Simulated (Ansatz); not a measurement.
# Z2 indices of InP — Ansatz, plane waves and PAW

Space group F-43m (No. 216), 2 atoms in the cell of the first input below: a = 4.144 Å, b = 4.144 Å, c = 4.144 Å, α = 60.00°, β = 60.00°, γ = 60.00°.

The structure is a measured one, not always of the ambient phase, taken without relaxation (pressure 3.3 GPa with this functional, without spin–orbit coupling). Functional: PBE.

Input:

```yaml
crystal:
  lattice:
    - [0.0, 2.9305005221, 2.9305005221]
    - [2.9305005221, 0.0, 2.9305005221]
    - [2.9305005221, 2.9305005221, 0.0]
  atoms:
    - { symbol: In, position: [0.0, 0.0, 0.0] }
    - { symbol: P, position: [0.75, 0.75, 0.75] }
basis:
  ecutwfc: 420
  ecutrho_ratio: 4
kpoints:
  mp_grid: { grid: [6, 6, 6] }
hamiltonian:
  xc: pbe
scf:
  occupations: { method: gaussian, width: 0.05 }
output:
  forces: true
  stress: true
  eigenvalues: true
  populations: true
  topological_invariants: true
magnetization:
  noncollinear: true
  spin_orbit: true
```

```bash
ansatz run input.yaml --threads 4 --pin off --max-ram 9216MiB --backend cpu --events-out ev --progress --plain --runs-dir out
```

Time: 26 s on 4 threads of Intel(R) Xeon(R) Processor @ 2.50GHz (Skylake/Cascade Lake) (shared host), peak memory 0.64 GiB.

Without spin–orbit coupling the gap on a 10×10×10 mesh is 0.72 eV. With it, in a separate run (self-consistent on 8×8×8, bands on 16×16×16), a gap of 0.69 eV parts the filled from the empty bands (a gap on a mesh is an upper bound, as the edges may lie between its points, so gaps on unlike meshes don't measure the coupling's effect alone). The indices are those of the lowest 18 bands, and their direct separation from the next band is open. They come from Wilson loops on the time-reversal planes.

Question: The cell is scaled in volume by 0.96 and 1.05 with the atoms carried along. Do the indices change?

Answer: No.

```tsv
volume ratio	pressure with spin–orbit coupling (GPa)	smallest direct separation sampled (eV)	at k	separation	Z2
0.96	6.6	0.907	0.00 0.00 0.00	open	(0;000)
1.00	3.3	0.685	0.00 0.00 0.00	open	(0;000)
1.05	0.0	0.419	0.00 0.00 0.00	open	(0;000)
```

Caveats: Kohn–Sham gaps are too small; Z2 indices don't see topology that rests on crystal symmetry, and an even number of inversions cancels; the cell shown stands at 3.3 GPa, so it isn't this functional's equilibrium.

InP remains a Z2-trivial insulator at all three volumes, while its smallest sampled direct separation, always at Γ, falls steadily from 0.907 eV in the compressed cell to 0.419 eV in the expanded one. The trend follows from the orbital character of the band edges. The conduction minimum at Γ is an antibonding, s-like state with a large indium share, whereas the valence top is mainly phosphorus p. Shorter bonds push the antibonding level up faster than the valence top, and longer bonds let it sink.

Expansion is therefore the direction that leads towards an s–p inversion of the kind known from HgTe, but here the s-like level probably stays above the p-like one throughout, in keeping with the normal band order of InP. Spin–orbit coupling at the valence top is modest because phosphorus is light, so it does little to help an inversion. The results don't establish at what larger volume, if any, the gap would close.
